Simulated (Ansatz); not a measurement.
NaBr (rock salt)

```
CELL_PARAMETERS angstrom
      0.00000     5.94759     5.94759
      2.97379     0.00000     2.97379
      2.97379     2.97379     0.00000
ATOMIC_POSITIONS crystal
  Br 0.00000 0.00000 0.00000
  Br 0.50000 0.00000 0.00000
  Na 0.25000 0.50000 0.50000
  Na 0.75000 0.50000 0.50000
```

In this cell atom 4 (Na, nearest neighbour Br at 2.974 Å; its periodic images, 4.2 Å or more away, move with it) is moved by s along Cartesian x, unit vector (1.000, 0.000, 0.000); all other atoms and the cell stay fixed.

Method: r2SCAN (plane waves to 500 eV, PAW, scalar-relativistic; Ansatz, a program for electronic structure). k mesh 4×8×8 (Γ-centred), Fermi-Dirac smearing 0.05 eV. E stands for the smeared free energy. Left out: 2 of 11 points, with atoms too close for the PAW data. NaBr was relaxed with its symmetry unable to fall. The zero of ΔE is the undisplaced structure.

```json
[
 {"s (Å)": "-0.712", "ΔE (meV/cell)": "799"},
 {"s (Å)": "-0.534", "ΔE (meV/cell)": "withheld"},
 {"s (Å)": "-0.356", "ΔE (meV/cell)": "126"},
 {"s (Å)": "-0.178", "ΔE (meV/cell)": "28"},
 {"s (Å)": "0.000", "ΔE (meV/cell)": "0"},
 {"s (Å)": "0.178", "ΔE (meV/cell)": "28"},
 {"s (Å)": "0.356", "ΔE (meV/cell)": "126"},
 {"s (Å)": "0.534", "ΔE (meV/cell)": "withheld"},
 {"s (Å)": "0.712", "ΔE (meV/cell)": "799"}
]
```

Q: Fit an even polynomial form (powers 2, 4) to the given rows and predict ΔE at s = 0.534.

A: Least squares on the 7 given rows: ΔE = (803.6)·s² + (1524)·s⁴, in meV/cell with s in Å; root-mean-square residual 0.6 meV/cell. At 0.534 the fit gives 353 meV/cell; the calculation gives 347 meV/cell, so the interpolation is off by 6 (+1.7 %). The quadratic term alone would give 229 meV/cell.

(A displaced cell: forces are minus the slopes of the energy, force constants its curvatures, and phonons follow from these.)
